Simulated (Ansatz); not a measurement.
What a change of settings does to a run on Au

The cell comes from COD entry 9013036, which wasn't checked; take it as a given geometry. It was measured hot, at 574 K.

First run: DFT, PBE, PAW with Ansatz's default frozen-core files, scalar-relativistic (Ansatz 0.2.0).

Command: `ansatz run input.yaml --threads 1 --pin off --max-ram 2048MiB --backend cpu --events-out ev --progress --plain --runs-dir out` The run took 4.9 s on 1 thread of Arm Neoverse V2 (shared host), peak memory 0.34 GiB.

```yaml
crystal:
  lattice:
    - [0.0, 2.0455, 2.0455]
    - [2.0455, 0.0, 2.0455]
    - [2.0455, 2.0455, 0.0]
  atoms:
    - { symbol: Au, position: [0.0, 0.0, 0.0] }
kpoints:
  mp_grid: { grid: [14, 14, 14] }
  band_path:
    path:
      - [0.0, 0.0, 0.0]
      - [0.5, 0.0, 0.5]
      - [0.625, 0.25, 0.625]
      - [0.375, 0.375, 0.75]
      - [0.0, 0.0, 0.0]
      - [0.5, 0.5, 0.5]
      - [0.5, 0.25, 0.75]
      - [0.5, 0.0, 0.5]
    npoints: 14
scf:
  occupations: { method: fermi_dirac, width: 0.08 }
hamiltonian:
  xc: pbe
  pseudopotentials: { kind: paw }
output:
  forces: true
  stress: true
  eigenvalues: true
  efg: { contact_densities: true }
  populations: true
  bader: true
  dos: { projected: true, de: 0.2, e_range: [-14, 8] }
  write_density: true
  write_potential: true
  elf: true
  volumetric_format: npy
```

Result: converged; pressure 7.83 GPa; 6 SCF iterations.

No spin–orbit coupling, which matters for the heavy atoms here.

The input is then changed:

```diff
@@ -21,4 +21,5 @@
 scf:
   occupations: { method: fermi_dirac, width: 0.08 }
+  convergence: { dr2_threshold: 0.0001 }
 hamiltonian:
   xc: pbe
@@ -30,6 +31,4 @@
   efg: { contact_densities: true }
   populations: true
-  bader: true
-  dos: { projected: true, de: 0.2, e_range: [-14, 8] }
   write_density: true
   write_potential: true
```

Predict the outcome of the changed run.

It converged; energy at zero smearing 0.0 meV/atom from the first run; pressure 7.83 GPa; 6 SCF iterations. Some of these settings are too coarse for converged properties.
